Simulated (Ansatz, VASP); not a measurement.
## One calculation of Au, two programs

```
Au
1.0
     0.00000    2.02414    2.02414
     2.02414    0.00000    2.02414
     2.02414    2.02414    0.00000
Au
1
Direct
  0.00000 0.00000 0.00000
```

Alike in both runs: functional LDA; k mesh 18 × 18 × 18; occupations gaussian, width 0.1 eV; no spin polarisation.

Ansatz relaxed the structure, and its values are those at the end. VASP's run is a single point on that final structure, the one shown.

|  | VASP | Ansatz |
| --- | --- | --- |
| version | VASP 6.6.1 | Ansatz 0.2.0 |
| potentials or method | VASP PAW LDA potentials, release 64 (Au) | scalar-relativistic, plane waves, PAW |
| plane-wave cutoff (eV) | 520 | 420 |
| valence electrons in the cell | 11 | 19 |

Ansatz gave:

* gap on the k mesh at the Fermi level (eV): none
* pressure (GPa): 0.0

Q: What did VASP give for the same quantities?

A: gap on the k mesh at the Fermi level (eV): none; pressure (GPa): 0.5.

A gap of «none» marks a metal or a gap that the smearing closes. The two sets of potentials don't hold the same shells in valence.

Spin-orbit coupling is left out, which matters for the levels of Au.
